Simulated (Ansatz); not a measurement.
# TiCo2: magnetic order and moments

One table from this session's results is given with a row withheld; the runs are named, their logs left out.

Program: Ansatz 0.2.0. Level of theory: DFT r2SCAN, scalar-relativistic, plane waves, PAW. These are calculated values, not measurements.

2 further runs of the same task are left out: 1 that didn't finish, 1 set aside as unsound or not needed.

## The structure to begin with

Symmetry: Fd-3m, No. 227, cubic system. Conventional cell: a = 6.704 Å, b = 6.704 Å, c = 6.704 Å, α = 90.00°, β = 90.00°, γ = 90.00°. Around Ti (site symmetry -43m) lie 12 Co at 2.78 Å and 4 Ti at 2.90 Å. Co (site symmetry -3m) is surrounded by 6 Co at 2.37 Å and 6 Ti at 2.78 Å.

As a file:

```
CELL_PARAMETERS angstrom
0.00000 3.35200 3.35200
3.35200 0.00000 3.35200
3.35200 3.35200 0.00000
ATOMIC_POSITIONS crystal
Ti 0.50000 0.50000 0.50000
Ti 0.75000 0.75000 0.75000
Co 0.12500 0.12500 0.12500
Co 0.62500 0.12500 0.12500
Co 0.12500 0.12500 0.62500
Co 0.12500 0.62500 0.12500
```

The structure comes from the Crystallography Open Database; it is used as listed.

## The base run, which the others are set against

Input file input.yaml:

```yaml
crystal:
  lattice:
    - [0.0, 3.352, 3.352]
    - [3.352, 0.0, 3.352]
    - [3.352, 3.352, 0.0]
  atoms:
    - { symbol: Ti, position: [0.5, 0.5, 0.5], spin: -0.75 }
    - { symbol: Ti, position: [0.75, 0.75, 0.75], spin: -0.75 }
    - { symbol: Co, position: [0.125, 0.125, 0.125], spin: 1.7 }
    - { symbol: Co, position: [0.625, 0.125, 0.125], spin: 1.7 }
    - { symbol: Co, position: [0.125, 0.125, 0.625], spin: 1.7 }
    - { symbol: Co, position: [0.125, 0.625, 0.125], spin: 1.7 }
basis:
  ecutwfc: 500
kpoints:
  mp_grid: { grid: [10, 10, 10] }
hamiltonian:
  xc: r2scan
scf:
  occupations: { method: gaussian, width: 0.1 }
output:
  forces: true
  stress: true
  eigenvalues: true
  populations: true
  write_density: true
  write_potential: true
  elf: true
  volumetric_format: npy
magnetization:
  spin_polarized: true
```

It was run beforehand and gave: -4256.0563 eV/atom at zero smearing, pressure -1.32 GPa, largest force 0.000 eV/Å, no gap on the mesh, site moments Ti -0.67 (×2), Co +1.55 (×4) μB, in 23 SCF cycles and 4.5 min.

The first run:

Input file input.yaml:

```yaml
crystal:
  lattice:
    - [0.0, 3.352, 3.352]
    - [3.352, 0.0, 3.352]
    - [3.352, 3.352, 0.0]
  atoms:
    - { symbol: Ti, position: [0.5, 0.5, 0.5] }
    - { symbol: Ti, position: [0.75, 0.75, 0.75] }
    - { symbol: Co, position: [0.125, 0.125, 0.125] }
    - { symbol: Co, position: [0.625, 0.125, 0.125] }
    - { symbol: Co, position: [0.125, 0.125, 0.625] }
    - { symbol: Co, position: [0.125, 0.625, 0.125] }
basis:
  ecutwfc: 500
kpoints:
  mp_grid: { grid: [10, 10, 10] }
hamiltonian:
  xc: r2scan
scf:
  occupations: { method: gaussian, width: 0.1 }
  lower_state_search: "off"
output:
  forces: true
  stress: true
  eigenvalues: true
```

The run is started by

```console
ansatz run input.yaml --threads 1 --pin off --max-ram 2560MiB --backend cpu --events-out ev --progress --plain --runs-dir out
```

Steps of the session up to this table: Start: no spin polarisation; Magnetic start: ferromagnetic; Magnetic start: large parallel starting moments; Magnetic start: antiferromagnetic in the cell, signs ++--; Start: small parallel starting moments.

One table of the session follows, with a row left open; its other results are not shown here.

It belongs to the step «The magnetic starts in order of energy». 

| start | energy above the lowest (meV/atom) | pressure (GPa) |
| --- | --- | --- |
| ferromagnetic | 0.00 | -1.3 |
| large parallel starting moments | 0.00 | -1.3 |
| small parallel starting moments | 0.00 | -1.3 |
| antiferromagnetic in the cell, signs ++-- | ? | ? |
| no spin | 126 | -11.5 |

Q: Estimate the row for antiferromagnetic in the cell, signs ++-- from the others.

As computed: energy above the lowest (meV/atom): 101; pressure (GPa): -6.2. In the column «energy above the lowest (meV/atom)» it lies between small parallel starting moments (0.00) and no spin (126).

To keep in mind: Only these starts were tried, so a lower state is not ruled out. The magnetic state reached may not be the lowest one. Warnings in the runs' records: stability check not made.
